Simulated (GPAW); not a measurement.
Wanted: an ASE script for a GPAW 26.7.0 run.

- Task: optical spectrum
- Functional: LDA
- Potentials or basis: the program's PAW data sets (release 1.2.1) made for this functional
- Cutoff: 400 eV
- Basis: pw
- k mesh: 9 × 9 × 5
- Occupations: fermi-dirac, width 0.05 eV
- Spin: no spin polarisation
- Kernel: RPA
- Eta: 0.15 eV
- Response ecut: 50 eV
- Scissors: 0 eV
- Maxiter: 150
- Response k mesh: 28 × 28 × 16
- Domega0: 0.05 eV
- Omega2: 10 eV
- Response bands: 40
- Directions: ["x", "z"]
- Intraband: yes

The system is Ru.

```
Ru
1.0
     2.70580    0.00000    0.00000
    -1.35290    2.34329    0.00000
     0.00000    0.00000    4.28190
Ru
2
Direct
  0.66667 0.33333 0.75000
  0.33333 0.66667 0.25000
```

The input as run:

run.py

```python
from ase.dft.bandgap import bandgap
from ase.io import write
from ase.spacegroup import crystal
from gpaw import GPAW, PW
from gpaw.response.df import DielectricFunction

# Ru 2c
atoms = crystal(['Ru'],
                basis=[[0.6666666667, 0.3333333333, 0.75]],
                spacegroup=194, setting=1,  # P6_3/mmc
                cellpar=[2.7058, 2.7058, 4.2819, 90.0, 90.0, 120.0],
                primitive_cell=True)

calc = GPAW(mode=PW(400),
            xc='LDA',
            kpts={'size': (9, 9, 5), 'gamma': True},
            occupations={'name': 'fermi-dirac', 'width': 0.05},
            nbands=29,
            convergence={'density': 1e-06},
            maxiter=150,
            txt='gpaw.txt')
atoms.calc = calc
energy = atoms.get_potential_energy()
calc.write('gs.gpw')
write('result.traj', atoms)
print(f'Energy: {energy:.6f} eV')
print('Fermi level:', round(calc.get_fermi_level(), 4), 'eV')
print(f'Gap: {bandgap(calc)[0]:.4f} eV, direct: {bandgap(calc, direct=True)[0]:.4f} eV')

dense = calc.fixed_density(kpts={'size': (28, 28, 16), 'gamma': True},
                           nbands=46, convergence={'bands': 40},
                           update_fermi_level=True, txt='dense.txt')
dense.write('dense.gpw', mode='all')

df = DielectricFunction('dense.gpw', frequencies={'type': 'nonlinear', 'domega0': 0.05, 'omega2': 10},
                        eta=0.15, ecut=50, nbands=40, rate='eta', txt='df.txt')
for direction in ['x', 'z']:
    df.get_dielectric_function(xc='RPA', direction=direction, filename=f'df_{direction}.csv')
```

Potentials or basis: the program's PAW data sets (release 1.2.1) made for this functional, pw.

Run with:

```sh
$ OMP_NUM_THREADS=1 python run.py
```

Results of the run:

| Property | Result |
| --- | --- |
| Band gap on the k mesh | none (metal or under the smearing width) |

Caveat: the intraband term hangs on this k mesh; the long-wavelength limit can be off by several per cent where d states take part; independent-particle spectra lack excitons.

Wall time 8.5 min on 1 thread of Arm Neoverse V2, on a shared host, peak memory 0.85 GiB.
